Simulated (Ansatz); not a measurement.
Base system: ZrO2 (space group P4_2/nmc, No. 137; a = 3.621 Å, c = 5.284 Å). Axes: x, y, z lie along a, b, c of the conventional cell.

Computed with PBE (Ansatz, a quantum-chemistry and plane-wave program, PAW, scalar-relativistic without spin-orbit coupling), earlier PAW set.

Now apply this change: an isotropic linear strain of −2.74 %; the atoms relax in the strained cell.

**Question.** Predict the stress tensor and what it implies for the stiffness.

**Answer.** Stress of the strained cell less that of the base (GPa, compression positive):
```
  19.86    0.00    0.00
   0.00   19.86    0.00
   0.00    0.00   13.07
```

Then B = −ΔP/(ΔV/V₀) with ΔV/V₀ = -0.0800 gives secant stiffness values (nonlinear terms included at this strain): B (at held cell shape, above the free-shape value) ≈ 220 GPa.

As a check, the harmonic strain energy −½ V₀ Δσ:ε is 52 meV/atom; the computed energy rise is 47 meV/atom.

No phonon test of stability was made. This is not the structure that ZrO2 has at room temperature and ambient pressure.
